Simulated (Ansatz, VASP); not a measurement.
# C in VASP and in Ansatz

Contents of INCAR:

```
ALGO = Normal
EDIFF = 1E-7
ENCUT = 520
GGA = PS
ISIF = 2
ISMEAR = 0
LASPH = True
LCHARG = False
LREAL = False
LWAVE = False
NBANDS = 11
NELM = 100
PREC = Accurate
SIGMA = 0.05
```

KPOINTS

```
k-points
0
Gamma
  12 12 12
```

Contents of POSCAR:

```
C
1.0
    0.0000000000      1.8269844008      1.6808256487
    1.8269844008      0.0000000000      1.6808256487
    1.8269844008      1.8269844008      0.0000000000
C
2
Direct
    0.5000000000      0.5000000000      0.5000000000
    0.7500000000      0.7500000000      0.7500000000
```

Input for Ansatz:

```yaml
crystal:
  lattice:
    - [0.0, 1.8269844008, 1.6808256487]
    - [1.8269844008, 0.0, 1.6808256487]
    - [1.8269844008, 1.8269844008, 0.0]
  atoms:
    - { symbol: C, position: [0.5, 0.5, 0.5] }
    - { symbol: C, position: [0.75, 0.75, 0.75] }
basis:
  ecutwfc: 420
kpoints:
  mp_grid: { grid: [12, 12, 12] }
hamiltonian:
  xc: pbesol
scf:
  occupations: { method: gaussian, width: 0.05 }
output:
  forces: true
  stress: true
  eigenvalues: true
```

Alike in both runs: task single point; functional PBEsol; k mesh 12 × 12 × 12; occupations gaussian, width 0.05 eV; no spin polarisation.

|  | VASP | Ansatz |
| --- | --- | --- |
| version | VASP 6.6.1 | Ansatz 0.2.0 |
| potentials or method | VASP PAW PBE potentials, release 64 (C) | scalar-relativistic, plane waves, PAW |
| plane-wave cutoff (eV) | 520 | 420 |
| valence electrons in the cell | 8 | 8 |

```tsv
	VASP	Ansatz	Ansatz less VASP
gap on the k mesh at the Fermi level (eV)	2.00	2.00	+0.007
least direct gap on the mesh (eV)	4.19	4.19	+0.001
pressure (GPa)	1.2	0.1	-1.08
largest component of the traceless stress (GPa)	47.10	47.16	+0.059
```

The functional is the same, so the differences come from potentials, cutoffs and numerics.

Caveats: the PAW data sets were made with another functional, which shifts forces and pressure a little (VASP). A k mesh can miss the band edges. As with any semilocal functional, this PBEsol gap is likely too small.
